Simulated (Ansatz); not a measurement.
Energy ranking of Si₄O structures

These are results of DFT PBE, scalar-relativistic, plane waves, PAW (Ansatz 0.2.0), not measurements. All cells share a 420 eV cutoff and Γ-centred k meshes spaced at most about 0.3 Å⁻¹ (about 0.25 or finer for metals, 2π included). No spin polarisation.

The zero of energy is the elements' standard structures at the same level (O₂ as a molecule); no fitted shifts are applied.

Temperature and zero-point effects are left out. Larger cells and other orderings weren't all tried, so the list isn't exhaustive. Weakly bound directions are ill-defined at this level, which has no dispersion term (I4/mmm, P-3m1, P6/mmm), and this can change margins and order among such cells.

Invented guesses were relaxed alike, and ends that match in structure were merged. ΔE counts from the first row. Coordination counts Si atoms around O (those within 1.25 times the shortest such distance or 1.15 times the sum of covalent radii, 1.27 where that leaves under three; the shortest distance is added where it exceeds 1.18 times the sum of covalent radii). The ends were matched against large subsets of the Crystallography Open Database and the Materials Project, so a missing match doesn't prove that a structure is unreported.

| # | reached from | type and space group | atoms | Å³/atom | coordination | ΔE (meV/atom) | gap on mesh (eV) | in databases |
| --- | --- | --- | --- | --- | --- | --- | --- | --- |
| 1 | PbF4 type (I4/mmm) | I4/mmm (No. 139) | 5 | 15.1 | O 4 | 0 | 0.00 | no match |
| 2 | random cell | Pmmm (No. 47) | 5 | 18.2 | O 4 | 59 | 0.00 | no match |
| 3 | Co4H type (P-3m1) | P-3m1 (No. 164) | 5 | 13.0 | O 6 from 2.2 Å | 130 | 0.00 | no match |
| 4 | random cell | P4/m (No. 83) | 5 | 13.5 | O 8 from 2.4 Å | 238 | 0.00 | no match |
| 5 | GeF4 type (I-43m) | I-43m (No. 217) | 5 | 15.2 | O 4 | 310 | 0.00 | no match |
| 6 | Ni4N type (Pm-3m) | Pm-3m (No. 221) | 5 | 14.6 | O 6 | 336 | 0.00 | no match |
| 7 | random cell | P6/mmm (No. 191) | 5 | 16.8 | O 2 | 548 | 0.00 | no match |

The lowest: Space group I4/mmm (No. 139), tetragonal, a = 4.003 Å, c = 9.433 Å. Si on a site of symmetry 4mm is surrounded by 4 Si at 2.49 Å; Si on a site of symmetry mmm is surrounded by 2 O at 2.00 Å and 4 Si at 2.49 Å; around O lie 4 Si at 2.00 Å. Its energy over the elements is +0.03 eV/atom. The formation energy is too near zero to say whether this cell lies below the elements. An observed structure of this formula, if there is one, may be missing.

```
Si O
1.0
    -2.00138    2.00138    4.71675
     2.00138   -2.00138    4.71675
     2.00138    2.00138   -4.71675
Si O
4 1
Direct
  0.65734 0.65734 0.00000
  0.50000 0.00000 0.50000
  0.00000 0.50000 0.50000
  0.34265 0.34265 0.00000
  0.00000 0.00000 0.00000
```

The second: Space group Pmmm (No. 47), orthorhombic, a = 2.685 Å, b = 5.580 Å, c = 6.084 Å. Si on a site of symmetry mm2 has 2 O at 2.03 Å and 6 Si at 2.56–2.68 Å; Si on a site of symmetry m2m has 7 Si at 2.46–2.68 Å; O is surrounded by 4 Si at 2.03 Å. Counting Si atoms around O, the first and the second both have O 4. The first and the second both hold Si–Si nets. Cells relaxed within their symmetry can be saddle points. Some structure types and database cells were kept out of the candidates from the start, so a known form may be missing.
